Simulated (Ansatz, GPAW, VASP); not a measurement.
## LiCl: programs and potentials compared

```
Cl Li
1.0
     0.00000    2.56477    2.56477
     2.56477    0.00000    2.56477
     2.56477    2.56477    0.00000
Cl Li
1 1
Cartesian
  2.5648 2.5648 2.5648
  0.0000 0.0000 0.0000
```

Alike in all runs: task single point; functional PBE; k mesh 9 × 9 × 9; occupations gaussian, width 0.05 eV; no spin polarisation; no spin-orbit coupling. Pressure is positive in compression and, in plane waves, holds the error of the finite cutoff.

```tsv
program and potentials	plane-wave cutoff (eV)	notes	pressure (GPa)
GPAW, GPAW PAW data sets (gpaw-data 1.2.1)	800	-	0.51
VASP, PBE PAW files Cl, Li, 500 eV	500	-	0.39
Ansatz, all-electron LAPW, scalar-relativistic	-	-	0.40
```

The pressure spans 0.39 (VASP, PBE PAW files Cl, Li, 500 eV) to 0.51 GPa (GPAW, GPAW PAW data sets (gpaw-data 1.2.1)), with all-electron results at 0.40.

Differences between rows come from potentials, basis sets and numerical settings, since the functional is the same but for its coding. Runs on potential files found faulty are left out.
